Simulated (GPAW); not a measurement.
The system is Ba2TiO4.

```xyz
7
Lattice="3.9821 0.0000 0.0000 0.0000 3.9821 0.0000 0.0000 0.0000 8.7882" Properties=species:S:1:pos:R:3 pbc="T T T"
Ba    0.0000    0.0000    2.4117
Ba    0.0000    0.0000    6.3764
Ti    1.9910    1.9910    4.3941
O     1.9910    0.0000    4.3941
O     1.9910    1.9910    2.4025
O     1.9910    1.9910    6.3856
O     0.0000    1.9910    4.3941
```

The cell comes from a database or a generator and needn't be the stable form of this composition.

Base run:

```yaml
Program: GPAW 26.7.0
Functional: PBEsol
Potentials_or_basis: PAW data sets generated in the run's folder for this functional
Cutoff: 800 eV
Basis: pw
k_mesh: 5 × 5 × 2
Occupations: fermi-dirac, width 0.05 eV
Spin: no spin polarisation
```

Its results: band gap on the k mesh 1.94 eV, indirect (least direct gap 1.95 eV); pressure -3.8 GPa; largest force 0.467 eV/Å.

Task: The run is repeated on the same cell with these changes: functional from PBEsol to LDA; potentials or basis from PAW data sets generated in the run's folder for this functional to the program's PAW data sets (release 1.2.1) made for this functional. What comes out?

Result: Band gap on the k mesh 1.90 eV, indirect (least direct gap 1.91 eV); pressure -6.6 GPa; largest force 0.648 eV/Å.

Caveats: spin-orbit coupling is left out, which moves the levels of the heavy elements.

A k mesh can miss the band edges.
